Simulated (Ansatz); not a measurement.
**Rh under pressure**

Computed with DFT r2SCAN, scalar-relativistic, plane waves, PAW in Ansatz 0.2.0. Settings: 500 eV cutoff, 18×18×6 k-mesh, Gaussian smearing of 0.10 eV, no spin polarisation.

Starting point, cell and atoms relaxed:

```yaml
crystal:
  lattice:
    - [2.68885, 0.00000, 0.00000]
    - [-1.34442, 2.32861, 0.00000]
    - [0.00000, 0.00000, 8.77740]
  atoms:
    - { symbol: Rh, position: [0.00000, 0.00000, 0.00000] }
    - { symbol: Rh, position: [0.33333, 0.66667, 0.25000] }
    - { symbol: Rh, position: [0.00000, 0.00000, 0.50000] }
    - { symbol: Rh, position: [0.66667, 0.33333, 0.75000] }
```

Cell and atoms are relaxed at each pressure within the symmetry of the start, at zero temperature, so transitions that lower the symmetry aren't seen. The k-mesh given is that at zero pressure and may differ at others. a, b and c are the lengths of the cell vectors above.

```csv
P (GPa),V (Å³/atom),V/V0,a (Å),b (Å),c (Å)
-3,13.89,1.011,2.699,2.699,8.808
0,13.74,1.000,2.689,2.689,8.777
3,13.60,0.990,2.680,2.680,8.746
8,13.38,0.974,2.665,2.665,8.700
15,13.10,0.954,2.647,2.647,8.640
30,12.61,0.918,2.613,2.613,8.531
60,11.86,0.863,2.560,2.560,8.361
```

**Question.** What bulk modulus and pressure derivative fit these points?

**Answer.** A third-order Birch–Murnaghan fit gives B0 = 282 GPa and B0' = 5.0.

This form isn't the element's structure at ambient conditions.